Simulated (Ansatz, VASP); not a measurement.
**One calculation of Sb, two programs**

The input INCAR:

```
SYSTEM = Sb
PREC     = Accurate       ! precision mode
ENCUT    = 520            ! plane-wave cutoff, eV
EDIFF    = 1E-7           ! SCF threshold, eV
ISMEAR   = -1             ! smearing method
SIGMA    = 0.05           ! smearing width, eV
LREAL    = .FALSE.        ! projectors in reciprocal space
LASPH    = .TRUE.         ! aspherical terms in the spheres
NELM     = 80             ! most SCF steps
ALGO     = Normal         ! electronic algorithm
ISIF     = 2              ! what is computed and relaxed
LWAVE    = .FALSE.        ! write WAVECAR
LCHARG   = .TRUE.         ! write CHGCAR
GGA      = PE             ! functional
LELF     = .TRUE.         ! ELF
LVHAR    = .TRUE.       
NBANDS   = 8              ! bands
```

Contents of KPOINTS:

```
Automatic mesh
0
G
  12 12 12
  0 0 0
```

File POSCAR:

```
Sb
1.0
    0.0691500000      2.3395750000      2.3395750000
    2.3395750000      0.0691500000      2.3395750000
    2.3395750000      2.3395750000      0.0691500000
Sb
1
Direct
    0.0000000000      0.0000000000      0.0000000000
```

Input for Ansatz:

```yaml
crystal:
  lattice:
    - [0.06915, 2.339575, 2.339575]
    - [2.339575, 0.06915, 2.339575]
    - [2.339575, 2.339575, 0.06915]
  atoms:
    - { symbol: Sb, position: [0.0, 0.0, 0.0] }
kpoints:
  mp_grid: { grid: [12, 12, 12] }
  band_path:
    path:
      - [0.0, 0.0, 0.0]
      - [0.5, 0.5, 0.5]
      - [0.2428775097, 0.5, 0.7571224903]
      - [-0.2428775097, 0.2428775097, 0.5]
      - [0.0, 0.0, 0.5]
      - [0.0, 0.0, 0.0]
      - [-0.3714387548, 0.0, 0.3714387548]
      - [0.0, 0.3714387548, 0.6285612452]
      - [0.0, 0.5, 0.5]
    npoints: 5
scf:
  occupations: { method: fermi_dirac, width: 0.05 }
hamiltonian:
  xc: pbe
  pseudopotentials: { kind: all_electron, lapw: { basis_error: 0.001 } }
output:
  forces: true
  stress: true
  eigenvalues: true
```

Change from the starting cell: equal xy, yz and zx shear strains of +3 %.

Alike in both runs: task single point; functional PBE; k mesh 12 × 12 × 12; occupations fermi-dirac, width 0.05 eV; no spin polarisation.

|  | VASP | Ansatz |
| --- | --- | --- |
| version | VASP 6.6.1 | Ansatz 0.2.0 |
| potentials or method | VASP PAW PBE potentials, release 64 (Sb) | all-electron LAPW, scalar-relativistic |
| plane-wave cutoff (eV) | 520 | see its input |

VASP gave:

| Property | Result |
| --- | --- |
| pressure (GPa) | 9.1 |
| largest component of the traceless stress (GPa) | 0.38 |

Which values does Ansatz return?

Pressure (GPa): 9.2; largest component of the traceless stress (GPa): 0.37.

Ansatz ran all-electron here, so the differences hold the error of VASP's frozen core and of both bases.

Spin-orbit coupling is left out, which matters for the levels of Sb.
